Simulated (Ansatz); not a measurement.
Runs of Ansatz 0.2.0 on WC (Qusongite). It takes space group P-6m2 (No. 187, hexagonal). The conventional cell has a = 2.907 Å, b = 2.907 Å, c = 2.837 Å, α = 90.00°, β = 90.00°, γ = 120.00°. Around W (site symmetry -6m2) lie 6 C at 2.20 Å. C (site symmetry -6m2) is surrounded by 6 W at 2.20 Å. 

```csv
task,level,potentials or basis,spin,cell,cutoff (eV),points for each segment of the path,gap on the mesh (eV),pressure (GPa),V0 of scaled cells (Å³/atom),relaxed volume (Å³/atom),B0 (GPa)
relaxation of cell and atoms,PBE,Ansatz PAW,off,relaxed,420,-,-,0.0,-,(d),-
density of states,PBE,Ansatz PAW,off,as given,420,-,none,(a),-,-,-
equation of state,BPBE,Ansatz PAW,off,as given,420,-,-,-,10.53,-,387
band structure,LDA,Ansatz PAW,"SOC, no magnetisation",as given,420,14,none,-10.2,-,-,-
equation of state,r2SCAN+rVV10,Ansatz PAW,off,as given,500,-,-,-,10.36,-,412
equation of state,PBE,Ansatz PAW small core,off,as given,420,-,-,-,10.52,-,388
equation of state,LDA,PseudoDojo LDA,off,as given,1116,-,-,-,(c),-,427
relaxation of cell and atoms,PBEsol+D4,Ansatz PAW,off,relaxed,420,-,-,0.0,-,(b),-
```

Alike in all rows: k mesh 10 × 10 × 9; smearing fermi-dirac 0.05 eV.

Problem. Fill in the values left out.

Solution. (a) 5.6; (b) 10.19; (c) 10.11; (d) 10.52.

Caveats: the cell was scaled at fixed shape and fractional positions, which overstates the stiffness of a crystal with free parameters, most of all of layers and chains (some runs); the plane-wave basis is chosen anew once the cell has moved, so the energies of steps on either side of that aren't comparable (some runs); the PAW data sets come from PBE, with cores solved anew for the run's functional, which leaves a small shift of forces and pressure (some runs); the potentials were made for another functional, which shifts forces and pressure (some runs); the PAW data sets were made with another functional, which shifts forces and pressure a little (some runs).

A k mesh can miss the band edges, and rows without SOC leave out spin-orbit coupling on W.

A gap of «none» marks a metal or a gap under the smearing width.
